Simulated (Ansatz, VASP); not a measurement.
Sc in VASP and in Ansatz

```
Sc
1.0
     3.32058    0.00000    0.00000
    -1.66029    2.87571    0.00000
     0.00000    0.00000    5.16265
Sc
2
Direct
  0.33333 0.66667 0.25000
  0.66667 0.33333 0.75000
```

Alike in both runs: functional PBE; k mesh 12 × 12 × 8; occupations gaussian, width 0.1 eV; no spin polarisation.

Ansatz relaxed the structure, and its values are those at the end. VASP's run is a single point on that final structure, the one shown.

|  | VASP | Ansatz |
| --- | --- | --- |
| version | VASP 6.6.1 | Ansatz 0.2.0 |
| potentials or method | VASP PAW PBE potentials, release 64 (Sc_sv) | scalar-relativistic, plane waves, PAW |
| plane-wave cutoff (eV) | 520 | 420 |
| valence electrons in the cell | 22 | 22 |

|  | VASP | Ansatz | Ansatz less VASP |
| --- | --- | --- | --- |
| gap on the k mesh at the Fermi level (eV) | none | none | - |
| pressure (GPa) | 0.0 | 0.0 | -0.03 |

A gap of «none» marks a metal or a gap that the smearing closes. With one functional, cell and mesh, what is left measures potentials, basis and numerics.
